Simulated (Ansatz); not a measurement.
The cell comes from COD entry 9016084, which wasn't checked; take it as a given geometry. The listed cell was then made from it by scaling, straining or moving an atom.

BaTiO$_{3}$: DFT, PBEsol, all-electron PAW with datasets made for the crystal, scalar-relativistic (Ansatz 0.2.0). What sets it apart from a plain run of this crystal: volume scaled by 0.96.

Command: `ansatz run input.yaml --threads 2 --pin off --max-ram 8192MiB --backend cpu --events-out ev --progress --plain --runs-dir out` The run took 49 s on 2 threads of Intel(R) Xeon(R) Platinum 8488C (Sapphire Rapids) (shared host), peak memory 1.9 GiB.

```yaml
crystal:
  lattice:
    - [3.9302542101, 0.0, 0.0]
    - [0.0, 2.7987067862, 2.8073385284]
    - [0.0, -2.7987067862, 2.8073385284]
  atoms:
    - { symbol: Ba, position: [0.0, 0.0, 0.0] }
    - { symbol: Ti, position: [0.5, 0.5079, 0.5079] }
    - { symbol: O, position: [0.0, 0.4921, 0.4921] }
    - { symbol: O, position: [0.5, 0.50251, 0.99371] }
    - { symbol: O, position: [0.5, 0.99371, 0.50251] }
kpoints:
  mp_grid: { grid: [8, 8, 8] }
scf:
  occupations: { method: fermi_dirac, width: 0.05 }
hamiltonian:
  xc: pbesol
  pseudopotentials: { kind: all_electron, datasets: crystal }
output:
  forces: true
  stress: true
  eigenvalues: true
  efg: { contact_densities: true }
```

Output:

```
hamiltonian.pseudopotentials.datasets: crystal makes datasets for this crystal and solves the spheres of its atoms anew in each pass: cutoff 580.0 eV, the density's 2320.0 eV; for an error of 0.50 meV an atom under PBE, 2.5 meV for the cell; an energy difference from a run of another recipe may be off by several times the error for the cell, under r2SCAN by more, where some 0.1 meV an atom stays at smaller errors; O in spheres of 0.884 Å, 6 of its electrons in bands; Ti in spheres of 1.037 Å, 12 of its electrons in bands; Ba in spheres of 1.376 Å, 10 of its electrons in bands
Ba: output.efg is read without spin–orbit coupling, which moves field gradients at and beside such atoms by some per cent and up to a factor of two; PAW files take it under magnetization.noncollinear and magnetization.spin_orbit
Engine: ansatz 0.2.0
Pseudopotentials: kind: all_electron
Pseudopotential: Ba, paw, valence charge 10, recommended cutoff 580 eV (normal), Koelling and Harmon's equation, gaussian nucleus
Pseudopotential: Ti, paw, valence charge 12, recommended cutoff 580 eV (normal), Koelling and Harmon's equation, gaussian nucleus
Pseudopotential: O, paw, valence charge 6, recommended cutoff 580 eV (normal), Koelling and Harmon's equation, gaussian nucleus
Functional definition: PBEsol
  exchange = pbesol_x
  correlation = pbesol_c
Crystal: 5 atoms, lattice volume = 61.759 Å³
Basis set: ecut = 580 eV, 1935 PW (Γ), exchange–correlation on 64×64×64 points (8 copies of the dense FFT grid, shifted against one another)
Bands: 25, of which v1, the nominal top of the filled ones, is band 20 counted from 1 (19 counted from 0)
Symmetry: 4 space group operations
Space group: Amm2 (ITA 38), of the structure as read, at distance tolerance 4.0e-5 Å
k-points: 105 of 512 (time reversal used)
Non-local potential: Ba, projectors of the file, l = 0: 2, l = 1: 2, l = 2: 2, l = 3: 2
Non-local potential: Ti, projectors of the file, l = 0: 2, l = 1: 2, l = 2: 2
Non-local potential: O, projectors of the file, l = 0: 1, l = 1: 2
PAW form: soft (Blöchl's): semilocal exchange-correlation on the pseudo side does not see the compensation charge
PAW one-centre angular grid: Ba, 194 points (default); XC on its mesh's 1851 points in the sphere
PAW one-centre angular grid: Ti, 590 points (default); XC on its mesh's 1857 points in the sphere
PAW one-centre angular grid: O, 110 points (default); XC on its mesh's 1903 points in the sphere
Initial density: superposition of atomic densities (neutral atoms: chi_scale 0, normalization atom)
Initial wavefunctions: pseudopotential atomic-orbital guess
Functional: x = pbesol(κ = 0.804, μ = 0.12345679012345678), c = pbesol(β = 0.046)
iter 1 solved again at ethr=6.02e-2 eV; its pass at ethr=1.00e-1 eV (dr2=2.41e1 eV) is discarded
SCF iter   1: F=—  HF=-250632.419917 eV  |F-HF|=—  |Δ(HF+E_count)|=         —  Δρ=1.95e-1  dr2=2.41e1  ethr=6.02e-2  ⟨swp⟩=2.7  Hψ=13312  notcnv=0
preconditioner: auto → Resta (q_TF=auto, 2.538 Å⁻¹)  ε∞=3.6  [insulator: Δε(μ)=5.871 eV  Ē_g=18.048 eV  σ=0.050 eV  W_gap=1.00  n_scr=18 (ndim 8)  ℏωp=29.1 eV  f_vac=0.000  D(μ)=0.00/eV (n_scr^D=0)  ε∞_Penn≈3.6]
SCF iter   2: F=—  HF=-250627.302270 eV  |F-HF|=—  |Δ(HF+E_count)|=    5.12e0  Δρ=9.22e-2  dr2=3.18e0  ethr=6.02e-2  ⟨swp⟩=4.5  Hψ=7099  notcnv=0  defer=13
SCF iter   3: F=—  HF=-250626.844354 eV  |F-HF|=—  |Δ(HF+E_count)|=   4.58e-1  Δρ=2.85e-2  dr2=4.60e-1  ethr=7.94e-3  ⟨swp⟩=3.4  Hψ=6376  notcnv=0  defer=36
SCF iter   4: F=—  HF=-250626.868785 eV  |F-HF|=—  |Δ(HF+E_count)|=   2.44e-2  Δρ=3.12e-2  dr2=6.93e-1  ethr=1.15e-3  ⟨swp⟩=4.5  Hψ=7269  notcnv=0  defer=16
SCF iter   5: F=—  HF=-250626.780006 eV  |F-HF|=—  |Δ(HF+E_count)|=   8.88e-2  Δρ=1.39e-2  dr2=1.42e-1  ethr=1.15e-3  ⟨swp⟩=3.2  Hψ=6649  notcnv=0  defer=15
iter 6 solved again at ethr=7.34e-6 eV; its pass at ethr=3.56e-4 eV (dr2=2.94e-3 eV) is discarded
SCF iter   6: F=—  HF=-250626.758459 eV  |F-HF|=—  |Δ(HF+E_count)|=   2.15e-2  Δρ=2.28e-3  dr2=3.07e-3  ethr=7.34e-6  ⟨swp⟩=4.4  Hψ=13000  notcnv=0  defer=22
SCF iter   7: F=—  HF=-250626.758280 eV  |F-HF|=—  |Δ(HF+E_count)|=   1.78e-4  Δρ=1.40e-3  dr2=1.22e-3  ethr=7.34e-6  ⟨swp⟩=3.0  Hψ=4964  notcnv=0  defer=10
SCF iter   8: F=—  HF=-250626.758114 eV  |F-HF|=—  |Δ(HF+E_count)|=   1.67e-4  Δρ=6.29e-4  dr2=2.48e-4  ethr=3.04e-6  ⟨swp⟩=2.9  Hψ=4933  notcnv=0  defer=6
SCF iter   9: F=—  HF=-250626.758086 eV  |F-HF|=—  |Δ(HF+E_count)|=   2.75e-5  Δρ=7.38e-5  dr2=2.19e-6  ethr=6.19e-7  ⟨swp⟩=3.3  Hψ=5101  notcnv=0  defer=5
SCF iter  10: F=—  HF=-250626.758078 eV  |F-HF|=—  |Δ(HF+E_count)|=   8.23e-6  Δρ=3.91e-5  dr2=1.29e-6  ethr=5.48e-9  ⟨swp⟩=4.6  Hψ=8372  notcnv=0  defer=2
SCF iter  11: F=—  HF=-250626.758078 eV  |F-HF|=—  |Δ(HF+E_count)|=   1.89e-7  Δρ=2.73e-5  dr2=5.29e-7  ethr=3.24e-9  ⟨swp⟩=2.9  Hψ=4901  notcnv=0  defer=1
SCF iter  12: F=-250626.758078 eV  HF=-250626.758078 eV  |F-HF|=8.67e-9  |Δ(HF+E_count)|=   8.73e-8  Δρ=4.30e-6  dr2=1.06e-8  ethr=1.32e-9  ⟨swp⟩=2.5  Hψ=4795  notcnv=0  defer=1
SCF 1 converged in 12 iterations: F = -250626.758078 eV  dr2 = 1.06e-8
  Residual-converged pass: ⟨swp⟩=5.0  Hψ=9149  notcnv=0  max |occ|·‖R‖ = 6.6e-6 eV (tolerance 6.7e-6 eV)  dr2=1.11e-8  dr2_onsite=3.42e-9  max |Δocc| = 1.0e-12
  greatest PAW one-centre occupation: 0.984 electrons in one spin orbital (limit 2), on the Ti atom at site 1 (counted from 0), in its partial waves of l = 0
SCF converged after 12 iterations
Free energy (F): -250626.758078 eV
Harris-Foulkes:  -250626.758078 eV  (|F-HF|=8.67e-9)
Internal energy: -250626.758078 eV  (E = F + TS)
E sigma→0 (E₀):  -250626.758078 eV
Past the cutoff: the bands carry plane waves up to 1.75 times it, of which those up to 1.5 times it add -0.000091 eV an atom, each by itself; the spheres take 0.000110 eV an atom off the energy for waves past 1.75 times it
By the cutoff:   a pressure is off by up to 0.006 GPa (1.2 times the spheres' own share and the shells' term, over an atom's volume, and 0.004 GPa: a bound that held against runs at twice the plane waves)
Past the cutoffs: a stress includes 0.0013 GPa for waves and charges beyond them, in addition to the slope of what the spheres take
In the spheres:  the bands' charges fall short by 3.6e-7 e at most (sound up to 1e-3)
Fermi energy:    13.706540 eV
--- Per-component energies (eV) ---
  The terms above E_closure are by the made datasets' own strengths, without shells solved beside the bands.
--- Forces (eV/Å), atoms counted from 1 ---
  atom   1  Ba     0.00000000     0.00000000     0.09282440
  atom   2  Ti     0.00000000     0.00000000     0.08160953
  atom   3  O      0.00000000     0.00000000     0.07438412
  atom   4  O     -0.00000000    -0.06558772    -0.12440234
  atom   5  O     -0.00000000     0.06558772    -0.12440234
  max |Σ_I F_I| component: 1.34e-5 eV/Å
--- Stress (GPa, compression-positive) ---
        3.619262      -0.000000       0.000000
       -0.000000       2.808714      -0.000000
        0.000000      -0.000000       2.045554
  P = ⅓ Tr σ = 2.8245 GPa (28.245 kbar)
--- PAW observables at the nuclei: V_zz in 10²¹ V/m², potentials from the cell's mean, atoms counted from 1 ---
  atom   1  Ba V_zz =    -0.147343   η = 0.1865   by run symmetry: allowed
            electrostatic potential = -9626.430008 V   contact ρ = 2062251.320792 e/Å³
  atom   2  Ti V_zz =    -0.644944   η = 0.0715   by run symmetry: allowed
            electrostatic potential = -2529.204350 V   contact ρ = 56692.193575 e/Å³
  atom   3  O  V_zz =    +1.875071   η = 0.0462   by run symmetry: allowed
            electrostatic potential = -627.377808 V   contact ρ = 2144.283427 e/Å³
  atom   4  O  V_zz =    +1.936429   η = 0.0740   by run symmetry: allowed
            electrostatic potential = -627.380415 V   contact ρ = 2144.314571 e/Å³
  atom   5  O  V_zz =    +1.936429   η = 0.0740   by run symmetry: allowed
            electrostatic potential = -627.380415 V   contact ρ = 2144.314571 e/Å³
--- Band table (eV; the first three rows and the last of 105) ---
  k-point 0: bands = ["-43.3481", "-19.7191", "-19.7164", "-19.7143", "-11.7755", "-4.1154", "-3.4558", "-3.4413", "3.0020", "3.0111", "3.0371", "10.4660", "10.4770", "10.4844", "11.4710", "11.5150", "11.5285", "12.5617", "12.6026", "12.6354", "14.6174", "14.6453"]
  k-point 1: bands = ["-43.3479", "-19.7273", "-19.7172", "-19.7139", "-11.7540", "-4.1347", "-3.4498", "-3.4232", "3.0334", "3.0647", "3.0852", "10.1954", "10.4157", "10.4327", "11.2734", "11.3415", "11.4203", "12.2143", "12.4555", "12.5159", "14.6848", "14.9628"]
  k-point 2: bands = ["-43.3475", "-19.7497", "-19.7164", "-19.7130", "-11.7012", "-4.2353", "-3.4349", "-3.3140", "3.1014", "3.1333", "3.2716", "9.5446", "10.2262", "10.2552", "10.9576", "11.0569", "11.1578", "11.5021", "12.2449", "12.2936", "14.7383", "15.6312"]
  k-point 104: bands = ["-43.3442", "-19.7764", "-19.7744", "-19.7720", "-11.4459", "-3.1564", "-3.1519", "-3.1480", "2.1472", "2.1835", "2.1895", "8.1530", "8.7812", "8.8184", "10.3817", "10.3865", "10.4441", "12.6933", "12.7283", "12.7284", "17.2055", "17.2134"]
```
